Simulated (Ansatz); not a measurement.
Computed properties of LiF

```xyz
2
Lattice="0.0000 2.0140 2.0140 2.0140 0.0000 2.0140 2.0140 2.0140 0.0000" Properties=species:S:1:pos:R:3 pbc="T T T"
Li    0.0000    0.0000    0.0000
F     2.0140    2.0140    2.0140
```

Atom numbers follow the list: Li1, F2.

The geometry is COD entry 1010990, unchecked; take it as a test cell.

Method: DFT, LDA, all-electron LAPW, scalar-relativistic in Ansatz 0.2.0.

Settings: a Γ-centred 10×10×10 k mesh, Fermi–Dirac smearing of 0.03 eV, basis error target 1 meV/atom, no spin polarisation.

```json
{"Löwdin charges (with 0.06 e of the cell spilling out of the atomic basis, so their sizes and signs hang on that basis)": "Li1 0.77, F2 -0.70 e", "Volume per atom": "55.1 bohr³"}
```

Band gap: what does the calculation give?

8.82 eV, direct at Γ.

Predict this quantity. Pressure at this cell.

-6.39 GPa.
